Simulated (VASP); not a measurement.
# MgS (Niningerite) (Fm-3m) in VASP: notebook

One crystal, MgS (Niningerite), is run at these levels: PBE0(alpha); tasks: single point.

Program: VASP 6.6.1. These are calculated values, not measurements. Logs are shortened: lines on timing, memory, paths and dates and some standing lists are left out, and cuts for length are marked.

### Step 1. Starting point

It takes space group Fm-3m (No. 225, cubic). Conventional cell: a = 5.203 Å, b = 5.203 Å, c = 5.203 Å, α = 90.00°, β = 90.00°, γ = 90.00°. S (site symmetry m-3m) is surrounded by 6 Mg at 2.60 Å. Around Mg (site symmetry m-3m) lie 6 S at 2.60 Å.

### Step 2. Single point, PBE0(alpha)

POSCAR reads:

```
MgS
1.0
    0.0000000000      2.6016500000      2.6016500000
    2.6016500000      0.0000000000      2.6016500000
    2.6016500000      2.6016500000      0.0000000000
S Mg
1 1
Direct
    0.5000000000      0.5000000000      0.5000000000
    0.0000000000      0.0000000000      0.0000000000
```

INCAR.step1 reads:

```
ALGO = Normal
EDIFF = 1E-5
ENCUT = 520
GGA = PE
ISIF = 2
ISMEAR = -1
LASPH = T
LREAL = F
LWAVE = T
NELM = 80
PREC = Accurate
SIGMA = 0.05
```

INCAR.step2 reads:

```
AEXX = 0.1
ALGO = Normal
EDIFF = 1E-7
ENCUT = 520
GGA = PE
HFRCUT = -1
ISIF = 2
ISMEAR = -1
ISTART = 1
LASPH = T
LCHARG = F
LHFCALC = T
LREAL = F
LWAVE = F
NELM = 80
PREC = Accurate
PRECFOCK = Fast
SIGMA = 0.05
```

KPOINTS reads:

```
k-points
0
Gamma
  5 5 5
```

Potentials or basis: VASP PAW PBE potentials, release 64 (S, Mg).

The run is started by

```bash
$ cat potpaw_PBE.64/S/POTCAR potpaw_PBE.64/Mg/POTCAR > POTCAR
$ cp INCAR.step1 INCAR
$ mpirun -np 1 vasp_std > vasp.out
$ cp INCAR.step2 INCAR
$ mpirun -np 1 vasp_std > vasp.out
```

OUTCAR:

```text
AEXX = 0.1
   EDIFF = 1E-7
   ENCUT = 520
   GGA = PE
   ISIF = 2
   ISMEAR = -1
   ISTART = 1
   LASPH = T
   LHFCALC = T
   LREAL = F
   NELM = 80
   PREC = Accurate
   PRECFOCK = Fast

 ion  position               nearest neighbor table
   1  0.500  0.500  0.500-   2 2.60   2 2.60   2 2.60   2 2.60   2 2.60   2 2.60
   2  0.000  0.000  0.000-   1 2.60   1 2.60   1 2.60   1 2.60   1 2.60   1 2.60

  LATTYP: Found a face centered cubic cell.
 ALAT       =     5.2033000000

  Lattice vectors:

 A1 = (   0.0000000000,   2.6016500000,   2.6016500000)
 A2 = (   2.6016500000,   0.0000000000,   2.6016500000)
 A3 = (   2.6016500000,   2.6016500000,   0.0000000000)

Analysis of symmetry for initial positions (statically):
=====================================================================
 Subroutine PRICEL returns:
 Original cell was already a primitive cell.

 Routine SETGRP: Setting up the symmetry group for a
 face centered cubic supercell.

 Subroutine GETGRP returns: Found 48 space group operations
 (whereof 48 operations were pure point group operations)
 out of a pool of 48 trial point group operations.

The static configuration has the point symmetry O_h .

Analysis of symmetry for dynamics (positions and initial velocities):
=====================================================================
 Subroutine PRICEL returns:
 Original cell was already a primitive cell.

 Routine SETGRP: Setting up the symmetry group for a
 face centered cubic supercell.

 Subroutine GETGRP returns: Found 48 space group operations
 (whereof 48 operations were pure point group operations)
 out of a pool of 48 trial point group operations.

The dynamic configuration has the point symmetry O_h .

 Subroutine INISYM returns: Found 48 space group operations
 (whereof 48 operations are pure point group operations),
 and found     1 'primitive' translations

----------------------------------------------------------------------------------------

                                     Primitive cell

  volume of cell :      35.2190

  direct lattice vectors                    reciprocal lattice vectors
     0.000000000  2.601650000  2.601650000    -0.192185728  0.192185728  0.192185728
     2.601650000  0.000000000  2.601650000     0.192185728 -0.192185728  0.192185728
     2.601650000  2.601650000  0.000000000     0.192185728  0.192185728 -0.192185728

  length of vectors
     3.679288715  3.679288715  3.679288715     0.332875446  0.332875446  0.332875446

  position of ions in fractional coordinates (direct lattice)
     0.500000000  0.500000000  0.500000000
     0.000000000  0.000000000  0.000000000

  ion indices of the primitive-cell ions
   primitive index   ion index
                 1           1
                 2           2

----------------------------------------------------------------------------------------

 KPOINTS: k-points

Automatic generation of k-mesh.
 Grid dimensions read from file:
 generate k-points for:    5    5    5

 Generating k-lattice:

  Cartesian coordinates                     Fractional coordinates (reciprocal lattice)
    -0.038437146  0.038437146  0.038437146     0.200000000  0.000000000  0.000000000
     0.038437146 -0.038437146  0.038437146     0.000000000  0.200000000  0.000000000
     0.038437146  0.038437146 -0.038437146     0.000000000  0.000000000  0.200000000

  Length of vectors
     0.066575089  0.066575089  0.066575089

  Shift w.r.t. Gamma in fractional coordinates (k-lattice)
     0.000000000  0.000000000  0.000000000

 Subroutine IBZKPT returns following result:
 ===========================================

 Found     10 irreducible k-points:

 Following reciprocal coordinates:
            Coordinates               Weight
  0.000000  0.000000  0.000000      1.000000
  0.200000  0.000000  0.000000      8.000000
  0.400000  0.000000  0.000000      8.000000
  0.200000  0.200000  0.000000      6.000000
  0.400000  0.200000  0.000000     24.000000
 -0.400000  0.200000  0.000000     24.000000
 -0.200000  0.200000  0.000000     12.000000
  0.400000  0.400000  0.000000      6.000000
 -0.400000  0.400000  0.000000     12.000000
 -0.400000  0.400000  0.200000     24.000000
   k-points           NKPTS =     10   k-points in BZ     NKDIM =    125   number of bands    NBANDS=      8
   number of dos      NEDOS =    301   number of ions     NIONS =      2
   total plane-waves  NPLWV =  21952
   dimension x,y,z NGX =    28 NGY =   28 NGZ =   28
   dimension x,y,z NGXF=    56 NGYF=   56 NGZF=   56
   ions per type =               1   1
   NGX,Y,Z   is equivalent  to a cutoff of  12.65, 12.65, 12.65 a.u.
   NGXF,Y,Z  is equivalent  to a cutoff of  25.30, 25.30, 25.30 a.u.
 SYSTEM =  unknown system
   PREC   = accura    normal or accurate (medium, high low for compatibility)
   ISTART =      1    job   : 0-new  1-cont  2-samecut
   ICHARG =      0    charge: 1-file 2-atom 10-const
   ISPIN  =      1    spin polarized calculation?
   LNONCOLLINEAR =      F non collinear calculations
   LSORBIT =      F    spin-orbit coupling
   LASPH  =      T    aspherical Exc in radial PAW
   ENCUT  =  520.0 eV  38.22 Ry    6.18 a.u.   6.84  6.84  6.84*2*pi/ulx,y,z
   NELM   =     80;   NELMIN=  2; NELMDL=  0     # of ELM steps
   EDIFF  = 0.1E-06   stopping-criterion for ELM
   LREAL  =      F    real-space projection
   EDIFFG = 0.1E-05   stopping-criterion for IOM
   NSW    =      0    number of steps for IOM
   IBRION =     -1    ionic relax: 0-MD 1-quasi-New 2-CG
   NFREE  =      0    steps in history (QN), initial steepest desc. (CG)
   ISIF   =      2    stress and relaxation
   ISYM   =      3    0-nonsym 1-usesym 2-fastsym
   POTIM  = 0.5000    time-step for ionic-motion
   TEBEG  =    0.0;   TEEND  =   0.0 temperature during run
   PSTRESS=    0.0 pullay stress
   NELECT =       8.0000    total number of electrons
   NUPDOWN=      -1.0000    fix difference up-down
   EMIN   =  10.00;   EMAX   =-10.00  energy-range for DOS
   EFERMI =   0.00;   METHOD = LEGACY
   ISMEAR =    -1;   SIGMA  =   0.05  broadening in eV -4-tet -1-fermi 0-gaus
   EFERMI_NEDOS =   21; number of points for ismear=-14 and -15
   IALGO  =     38    algorithm
   IMIX   =      1    mixing-type and parameters
     AMIX     =   0.40;   BMIX     =  1.00
     AMIX_MAG =   1.60;   BMIX_MAG =  1.00
  volume/ion in A,a.u.               =      17.61       118.83
  Fermi-wavevector in a.u.,A,eV,Ry     =   0.998878  1.887606 13.575323  0.997758
  Thomas-Fermi vector in A             =   2.131131
   LORBIT       =      0    0 simple, 1 ext, 2 COOP (PROOUT), +10 PAW based schemes
   GGA     = PE    functional components
   LHFCALC =     T    Hartree Fock is set to
   PRECFOCK=fast      Normal, Fast or Accurate (Low or Medium for compatibility)
   ENCUT4O =  -1.0   cutoff for four orbital integrals eV
   NKREDX  =     1    reduce k-point grid by
   NKREDY  =     1    reduce k-point grid by
   NKREDZ  =     1    reduce k-point grid by
   AEXX    =    0.1000 exact exchange contribution
   HFSCREEN=    0.0000 screening length (either q_TF or 0.3 A-1)
   HFSCREENC=   0.0000 screening length for correlation (either q_TF or 0.3 A-1)
   ENCUTFOCK=  -1.0 apply spherical cutoff to Coloumb kernel
   IVDW    =     0    specifies the selected vdW correction
   LEPSILON=     F    determine dielectric tensor
   LRPA    =     F    only Hartree local field effects (RPA)
 non-spin polarized calculation
  energy-cutoff  :      520.00
  volume of cell :       35.22
 maximum number of plane-waves:       962
  NGX = 16; NGY = 16; NGZ = 16

 number of electron       8.0000000 magnetization

 Free energy of the ion-electron system (eV)
  ---------------------------------------------------
  ext. energy  EPLUGINS =         0.00000000
  ---------------------------------------------------
  free energy    TOTEN  =        -9.26263838 eV

  energy without entropy =       -9.26263837  energy(sigma->0) =       -9.26263837

 E-fermi :   4.3449     XC(G=0):  -8.8712

 val. band max:        3.3198215891   @ k =   0.0000   0.0000   0.0000
 cond. band min:       7.1925047500   @ k =   0.4000   0.4000   0.0000
 fundamental gap:      3.8726831609
 Fermi energy:         4.3448834885

 k-point     1 :       0.0000    0.0000    0.0000
  band No.  band energies     occupation
      1      -9.8871      2.00000
      2       3.3198      2.00000
      3       3.3198      2.00000
      4       3.3198      2.00000
      5       7.7389      0.00000
      6      12.0298      0.00000
      7      12.0298      0.00000
      8      12.0298      0.00000

 k-point     2 :       0.2000    0.0000    0.0000
  band No.  band energies     occupation
      1      -9.5028      2.00000
      2       1.1463      2.00000
      3       3.0836      2.00000
      4       3.0836      2.00000
      5       8.9786      0.00000
      6      11.9182      0.00000
      7      12.1979      0.00000
      8      12.1979      0.00000

 k-point     3 :       0.4000    0.0000    0.0000
  band No.  band energies     occupation
      1      -8.7011      2.00000
      2      -1.3169      2.00000
      3       2.7562      2.00000
      4       2.7562      2.00000
      5       8.6468      0.00000
      6      11.1429      0.00000
      7      11.1429      0.00000
      8      14.1499      0.00000
[... 56 lines left out ...]
 k-point     9 :      -0.4000    0.4000    0.0000
  band No.  band energies     occupation
      1      -8.1304      2.00000
      2      -0.7201      2.00000
      3       0.3888      2.00000
      4       1.7855      2.00000
      5       7.6273      0.00000
      6      10.0082      0.00000
      7      14.4421      0.00000
      8      14.7899      0.00000

 k-point    10 :      -0.4000    0.4000    0.2000
  band No.  band energies     occupation
      1      -8.2327      2.00000
      2      -0.5627      2.00000
      3       0.5099      2.00000
      4       1.4943      2.00000
      5       9.1928      0.00000
      6      11.0661      0.00000
      7      11.6018      0.00000
      8      14.0239      0.00000

------------------------ aborting loop because EDIFF is reached ----------------------------------------

  FORCE on cell =-STRESS in cart. coord.  units (eV):
  Direction    XX          YY          ZZ          XY          YZ          ZX
  --------------------------------------------------------------------------------------
  -------------------------------------------------------------------------------------
  Total        0.0642133      0.0642133      0.0642133      0.0000000      0.0000000     -0.0000000
  in kB        2.9211839      2.9211839      2.9211839      0.0000000      0.0000000     -0.0000000
  external PRESSURE =       2.9211839 kB  Pullay stress =       0.0000000 kB

 VOLUME and BASIS-vectors are now :
 -----------------------------------------------------------------------------
  energy-cutoff  :      520.00
  volume of cell :       35.22
      direct lattice vectors                 reciprocal lattice vectors
     0.000000000  2.601650000  2.601650000    -0.192185728  0.192185728  0.192185728
     2.601650000  0.000000000  2.601650000     0.192185728 -0.192185728  0.192185728
     2.601650000  2.601650000  0.000000000     0.192185728  0.192185728 -0.192185728

 POSITION                                       TOTAL-FORCE (eV/Angst)
 -----------------------------------------------------------------------------------
      2.60165      2.60165      2.60165         0.000000      0.000000      0.000000
      0.00000      0.00000      0.00000        -0.000000     -0.000000     -0.000000
 -----------------------------------------------------------------------------------
    total drift:                               -0.000000      0.000000     -0.000000

  FREE ENERGIE OF THE ION-ELECTRON SYSTEM (eV)
  ---------------------------------------------------
  free  energy   TOTEN  =        -9.2626383750 eV

  energy  without entropy=       -9.2626383750  energy(sigma->0) =       -9.26263837
```

It took 56 s on 1 thread of Intel Xeon Platinum 8488C (Sapphire Rapids), shared host; peak memory 0.16 GiB.

Results:

```yaml
Free_energy: -9.2626 eV
Pressure: 0.3 GPa
Band_gap_on_the_k_mesh: 3.87 eV, indirect (least direct gap 4.42 eV)
```

Caveat: the PAW data sets were made with another functional, which shifts forces and pressure a little; an odd mesh through Γ misses points on the zone boundary, where band edges often lie.

### Step 3. Single point, PBE0(alpha)

POSCAR is that of step 2.

INCAR.step1 is that of step 2.

INCAR.step2, as its differences from that of step 2:

```diff
@@ -1,2 +1,2 @@
-AEXX = 0.1
+AEXX = 0.15
 ALGO = Normal
```

KPOINTS is that of step 2.

Potentials or basis: VASP PAW PBE potentials, release 64 (S, Mg).

The run is started by

```bash
$ cat potpaw_PBE.64/S/POTCAR potpaw_PBE.64/Mg/POTCAR > POTCAR
$ cp INCAR.step1 INCAR
$ mpirun -np 1 vasp_std > vasp.out
$ cp INCAR.step2 INCAR
$ mpirun -np 1 vasp_std > vasp.out
```

Run time: 52 s. Hardware: 1 thread of Intel Xeon Platinum 8488C (Sapphire Rapids), shared host; peak memory 0.16 GiB.

It converged, with:

- Free energy: -9.6515 eV
- Pressure: 0.0 GPa
- Band gap on the k mesh: 4.22 eV, indirect (least direct gap 4.78 eV)

Levels at points of the mesh, in eV from the valence-band top:
| k point | band 1 | band 2 | band 3 | band 4 | band 5 | band 6 | band 7 | band 8 |
| --- | --- | --- | --- | --- | --- | --- | --- | --- |
| (0.00, 0.00, 0.00) | -13.47 | 0.00 | 0.00 | 0.00 | 4.78 | 9.09 | 9.09 | 9.09 |

Caveat: the PAW data sets were made with another functional, which shifts forces and pressure a little; an odd mesh through Γ misses points on the zone boundary, where band edges often lie.
